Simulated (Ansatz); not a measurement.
System: zinc-blende InN (metastable phase). Method: PBE+SOC in Ansatz (plane waves, PAW).

Run with plane-wave cutoff 520 eV, 12×12×12 k mesh, Fermi–Dirac smearing 0.01 eV, PAW data made under PBE.

Pressure at four volumes; x = ln(V/16.075 Å³). One pressure is withheld.

```tsv
V (Å³/atom)	x	P (GPa)
15.110	-0.0619	8.71
16.075	0.0000	0.00
16.718	0.0392	-4.35
17.039	0.0582	?
```

**Question.** Pass a parabola P(x) through the three rows shown, estimate the bulk modulus and its pressure derivative near zero pressure, and predict the withheld pressure.

**Answer.** Slopes between the rows: (0.00 − (8.71))/(0.0000 − (-0.0619)) = -140.71 and (-4.35 − (0.00))/(0.0392 − (0.0000)) = -110.97 GPa. Their difference over the span 0.1011 is c = 29.74/0.1011 = 294.2 GPa, so P(x) = 8.71 + (-140.71)(x − (-0.0619)) + 294.2 (x − (-0.0619))(x − (0.0000)). At the middle row B = −dP/dx = −[-140.71 + 294.2 × 0.0619] = 122.5 GPa, and B′ = dB/dP = 2c/B = 4.8. At x = 0.0582 the parabola gives -6.13 GPa; the run gives -6.18 GPa. The Birch–Murnaghan fit to the energies at all volumes has B0 = 122 GPa and B′ = 4.7.

Note: this level leaves the solid without a gap, although one is measured.

Ansatz is a first-principles code.
